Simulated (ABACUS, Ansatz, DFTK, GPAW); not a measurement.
# The equilibrium volume of KTaO3, sorted by core time

Space group Pm-3m (No. 221). a = 3.988 Å, b = 3.988 Å, c = 3.988 Å, α = 90.00°, β = 90.00°, γ = 90.00°
```tsv
atom	site	symmetry	x	y	z
Ta	1a	m-3m	0.0000	0.0000	0.0000
K	1b	m-3m	0.5000	0.5000	0.5000
O	3d	4/mm.m	0.0000	0.0000	0.5000
```

```tsv
rung	level	program and potentials	cutoff (eV)	k mesh	smearing	core time	chip	equilibrium volume (Å³/atom)	miss	notes
GGA	PBE	Ansatz, Ansatz PAW (earlier soft set)	420	7 × 7 × 7	fermi-dirac 0.05	10 s	Intel Xeon	13.02	+2.6 %	-
GGA	PBEsol	ABACUS, PseudoDojo NC SR 0.4.1 PBEsol standard, plane waves	1143	7 × 7 × 7	fermi-dirac 0.05	2.8 min	AMD EPYC 9R45 Zen 5	12.58	-0.9 %	-
LDA	LDA	GPAW, PAW data sets generated for this functional	800	6 × 6 × 6	fermi-dirac 0.05	2.8 min	Intel Xeon 6975P-C Granite Rapids	12.30	-3.1 %	-
non-local van der Waals functional	BEEF-vdW	GPAW, GPAW PAW data sets (gpaw-data 1.2.1)	800	6 × 6 × 6	fermi-dirac 0.05	3 min	Intel Xeon 6975P-C Granite Rapids	13.23	+4.3 %	potentials made for PBE
GGA	PBEsol	ABACUS, PseudoDojo NC SR 0.4 PBEsol stringent, plane waves	1796	6 × 6 × 6	fermi-dirac 0.05	4.5 min	AMD EPYC 9R45 Zen 5	12.63	-0.5 %	fit through 4 volumes
GGA	PBEsol	GPAW, PAW data sets generated for this functional	800	7 × 7 × 7	fermi-dirac 0.05	5.1 min	Arm Neoverse V2	12.69	+0.0 %	-
GGA	PBE	Ansatz, all-electron LAPW, scalar-relativistic	-	7 × 7 × 7	fermi-dirac 0.05	5.1 min	Intel Xeon	13.04	+2.8 %	-
GGA + dispersion	PBEsol+D3(BJ)	GPAW, PAW data sets generated for this functional	800	6 × 6 × 6	fermi-dirac 0.05	5.3 min	Arm Neoverse V1	(a)	?	-
GGA + dispersion	revPBE+D3(BJ)	GPAW, the program's PAW data sets (release 1.2.1) made for this functional	800	6 × 6 × 6	fermi-dirac 0.05	5.6 min	Arm Neoverse V1	12.96	+2.1 %	-
LDA	LDA	GPAW, the program's PAW data sets (release 1.2.1) made for this functional	800	7 × 7 × 7	fermi-dirac 0.05	9.6 min	Intel Xeon Skylake/Cascade Lake	12.30	-3.1 %	-
GGA	PBE	DFTK, PseudoDojo SR PBE 0.4.1 standard (PBE)	1143	7 × 7 × 7	fermi-dirac 0.05	19 min	Intel Xeon Platinum 8488C Sapphire Rapids	(b)	?	-
GGA	PBEsol	DFTK, PseudoDojo SR PBEsol 0.4.1 standard (PBEsol)	1143	7 × 7 × 7	fermi-dirac 0.05	32 min	Intel Xeon Platinum 8259CL Skylake/Cascade Lake	12.58	-0.9 %	-
```

Times are single runs on shared hosts and different chips, so they are rough; meshes, cutoffs and the tasks' sizes weigh on the time. Task: equation of state. All rows: no spin polarisation. Smearing widths are in eV. Meshes differ between rows, which moves values too. Meshes are those of the run's cell of 5 atoms unless a note names another. Misses use the values as printed. Runs on faulty files, with rough fits or with known faults for this quantity aren't shown. No row holds spin-orbit coupling.

Measured: 12.69 Å³/atom (arxiv:2208.05712). The runs are for a static lattice.

Question: Estimate the values left out from the other rows.

Answer: (a) 12.51 Å³/atom, miss -1.4 %; (b) 12.97 Å³/atom, miss +2.2 %.
